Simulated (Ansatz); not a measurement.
Runs of Ansatz 0.2.0 on SiC (Moissanite 6H). Symmetry: P6_3mc, No. 186, hexagonal system. Conventional cell: a = 3.095 Å, b = 3.095 Å, c = 15.170 Å, α = 90.00°, β = 90.00°, γ = 120.00°. Si (site symmetry 3m) has 4 C at 1.90 Å as nearest neighbours. Si (site symmetry 3m) has 4 C at 1.90 Å as nearest neighbours. Around Si (site symmetry 3m) lie 4 C at 1.90 Å. C (site symmetry 3m) is surrounded by 4 Si at 1.90 Å. C (site symmetry 3m) has 4 Si at 1.90 Å as nearest neighbours. Around C (site symmetry 3m) lie 4 Si at 1.90 Å. 

| task | level | potentials or basis | cell | k mesh | cutoff (eV) | points for each segment of the path | gap on the mesh (eV) | pressure (GPa) | V0 of scaled cells (Å³/atom) | relaxed volume (Å³/atom) | B0 (GPa) | largest force (eV/Å) |
| --- | --- | --- | --- | --- | --- | --- | --- | --- | --- | --- | --- | --- |
| single point | PBE | Ansatz PAW | as given | 6 × 6 × 1 | 420 | - | 2.02 | 0.2 | - | - | - | 0.15 |
| equation of state | BPBE | Ansatz PAW | as given | 10 × 10 × 2 | 420 | - | - | - | 10.51 | - | 213 | - |
| single point | HSE06 | Ansatz PAW | as given | 8 × 8 × 2 | 420 | - | (a) | - | - | - | - | (c) |
| single point | PBE | Ansatz PAW | as given | 10 × 10 × 2 | 600 | - | 2.02 | 0.2 | - | - | - | 0.14 |
| band structure | PBE | Ansatz PAW earlier set | as given | 10 × 10 × 2 | 820 | 10 | 2.02 | 0.2 | - | - | - | 0.14 |
| relaxation of cell and atoms | revPBE | Ansatz PAW | relaxed | 10 × 10 × 2 | 420 | - | 2.04 | 0.0 | - | 10.62 | - | - |
| relaxation of cell and atoms | PBE+D4 | Ansatz PAW | relaxed | 10 × 10 × 2 | 420 | - | (b) | 0.0 | - | 10.30 | - | - |
| relaxation of cell and atoms | RPBE | Ansatz PAW | relaxed | 10 × 10 × 2 | 420 | - | 2.05 | 0.0 | - | 10.66 | - | - |
| relaxation of cell and atoms | LDA | Ansatz PAW | relaxed | 10 × 10 × 2 | 420 | - | 1.98 | 0.0 | - | 10.14 | - | - |
| equation of state | BLYP | Ansatz PAW | as given | 10 × 10 × 2 | 420 | - | - | - | 10.73 | - | 198 | - |
| equation of state | revPBE+D4 | Ansatz PAW | as given | 10 × 10 × 2 | 420 | - | - | - | 10.19 | - | 223 | - |
| equation of state | rPW86-PBE+rVV10 | Ansatz PAW | as given | 10 × 10 × 2 | 420 | - | - | - | 10.60 | - | 205 | - |

Alike in all rows: no spin polarisation; smearing fermi-dirac 0.05 eV.

Question: Fill in the values left out.

Answer: (a) 2.91; (b) 2.03; (c) 0.16.

Caveats: the PAW data sets come from PBE, with cores solved anew for the run's functional, which leaves a small shift of forces and pressure (some runs); the potentials were made for another functional, which shifts forces and pressure (some runs); the cell was scaled at fixed shape and fractional positions, which overstates the stiffness of a crystal with free parameters, most of all of layers and chains (some runs); the plane-wave basis is chosen anew once the cell has moved, so the energies of steps on either side of that aren't comparable (some runs).

A k mesh can miss the band edges.

Not every run made on this cell is shown here.
